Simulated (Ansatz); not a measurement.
Crystal: CuO (Tenorite).

```
Cu O
1.0
     2.34185   -1.71130    0.00000
     2.34185    1.71130    0.00000
    -0.85003    0.00000    5.05787
Cu O
2 2
Direct
  0.50000 0.00000 0.50000
  0.00000 0.50000 0.00000
  0.41840 0.58160 0.75000
  0.58160 0.41840 0.25000
```

Program: Ansatz 0.2.0. Alike in all runs: task single point; level HSE06 form with a typed share of exact exchange; potentials or basis Ansatz PAW; no spin polarisation; cell as given; k mesh 5 × 5 × 3; cutoff (eV) 420; smearing fermi-dirac 0.05 eV; the mesh is coarse, so values aren't converged.

**Question.** Order these runs on this cell by their pressure, lowest first.
A. share of exact exchange 0.4
B. share of exact exchange 0.3
C. share of exact exchange 0.15
D. share of exact exchange 0.05
E. share of exact exchange 0.5

**Answer.** E (-5.2 GPa), A (-3.2 GPa), B (-1.1 GPa), C (2.2 GPa), D (4.5 GPa).

Caveats: all runs use coarse meshes; the run has no spin polarisation, though such a crystal can be magnetic; the PAW data sets come from PBE, with cores solved anew for the run's functional, which leaves a small shift of forces and pressure; the thresholds are loose for stress.
